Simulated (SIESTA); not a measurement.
Cu:

```
Cu
1.0
    -1.44279    1.44279    1.37608
     1.44279   -1.44279    1.37608
     1.44279    1.44279   -1.37608
Cu
1
Direct
  0.00000 0.00000 0.00000
```

This isn't the form of Cu at room conditions, which is fcc.

```yaml
Program: SIESTA 5.4.2
Task: single point
Functional: PBE
Potentials_or_basis: PseudoDojo 0.4 standard (PBE files)
Basis: DZP (energy shift 0.003 Ry; two zetas on semicore shells)
Grid_cutoff: 800 Ry
Energy_shift: 0.003 Ry
k_mesh: 13 × 13 × 13
Occupations: fermi-dirac, width 0.05 eV
Spin: no spin polarisation
```

On this cell: pressure 6.8 GPa; band gap on the k mesh none (metal or under the smearing width).

The same run follows on a disturbed copy (cell strained at random at fixed volume):

```
CELL_PARAMETERS angstrom
-1.41080 1.44162 1.36674
1.39194 -1.45455 1.36053
1.46098 1.50473 -1.38030
ATOMIC_POSITIONS crystal
Cu 0.01879 0.00286 0.01439
```

Problem. What does the disturbed cell give?

Solution. The energy (extrapolated to zero smearing) moves by +6.2 meV/atom; pressure 7.1 GPa; band gap on the k mesh none (metal or under the smearing width).

Stress tensor (GPa, compression positive):
```
 5.73 -4.98  1.52
-4.98  7.76  1.00
 1.52  1.00  7.78
```

Caveats: short orbitals over semicore shells can move pressures by several GPa; the basis of atomic orbitals isn't converged, which shifts pressures, moduli and gaps.
